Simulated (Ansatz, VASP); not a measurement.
One calculation of NaCl, two programs

The input INCAR:

```
SYSTEM = NaCl
PREC = Accurate
ENCUT = 520
EDIFF = 1E-8
ISMEAR = -1
SIGMA = 0.03
LREAL = .FALSE.
LASPH = .TRUE.
NELM = 100
ALGO = Normal
ISIF = 2
LWAVE = .FALSE.
LCHARG = .FALSE.
GGA = PS
LEFG = .TRUE.
NBANDS = 14
```

KPOINTS

```
regular mesh
0
G
  9 9 9
  0 0 0
```

Contents of POSCAR:

```
NaCl
1.0
    2.8600000000     -0.0286000000     -0.0286000000
   -0.0286000000      2.8600000000     -0.0286000000
   -0.0286000000     -0.0286000000      2.8600000000
Na Cl
1 1
Direct
    0.0000000000      0.0000000000      0.0000000000
    0.5000000000      0.5000000000      0.5000000000
```

Input for Ansatz:

```yaml
crystal:
  lattice:
    - [2.86, -0.0286, -0.0286]
    - [-0.0286, 2.86, -0.0286]
    - [-0.0286, -0.0286, 2.86]
  atoms:
    - { symbol: Na, position: [0.0, 0.0, 0.0] }
    - { symbol: Cl, position: [0.5, 0.5, 0.5] }
kpoints:
  mp_grid: { grid: [9, 9, 9] }
scf:
  occupations: { method: fermi_dirac, width: 0.03 }
hamiltonian:
  xc: pbesol
  pseudopotentials: { kind: all_electron, datasets: crystal }
output:
  forces: true
  stress: true
  eigenvalues: true
  efg: { contact_densities: true }
```

Change from the starting cell: equal xy, yz and zx shear strains of -2 %, crystal datasets.

Alike in both runs: task electric field gradients; functional PBEsol; k mesh 9 × 9 × 9; occupations fermi-dirac, width 0.03 eV; no spin polarisation.

|  | VASP | Ansatz |
| --- | --- | --- |
| version | VASP 6.6.1 | Ansatz 0.2.0 |
| potentials or method | VASP PAW PBE potentials, release 64 (Na_pv, Cl) | all-electron PAW with datasets made for the crystal, scalar-relativistic |
| plane-wave cutoff (eV) | 520 | see its input |

VASP gave:

| Quantity | Value |
| --- | --- |
| gap on the k mesh at the Fermi level (eV) | 4.55 |
| pressure (GPa) | 60.3 |
| largest component of the traceless stress (GPa) | 1.66 |
| Vzz of the field gradient on the site that differs most (V/Å²) | -4.5 |

Question: Which values does Ansatz return?

Answer: gap on the k mesh at the Fermi level (eV): 4.50; pressure (GPa): 59.6; largest component of the traceless stress (GPa): 1.61; Vzz of the field gradient on the site that differs most (V/Å²): -4.1.

Ansatz ran all-electron here, so the differences hold the error of VASP's frozen core and of both bases.

Caveats: the cell as given lies far from equilibrium; so large a pressure means that the cell lies far from this level's equilibrium, or that cutoff or potentials fall short (VASP); the potentials were made for another functional, which shifts forces and pressure (VASP); an odd mesh through Γ misses points on the zone boundary, where band edges often lie.
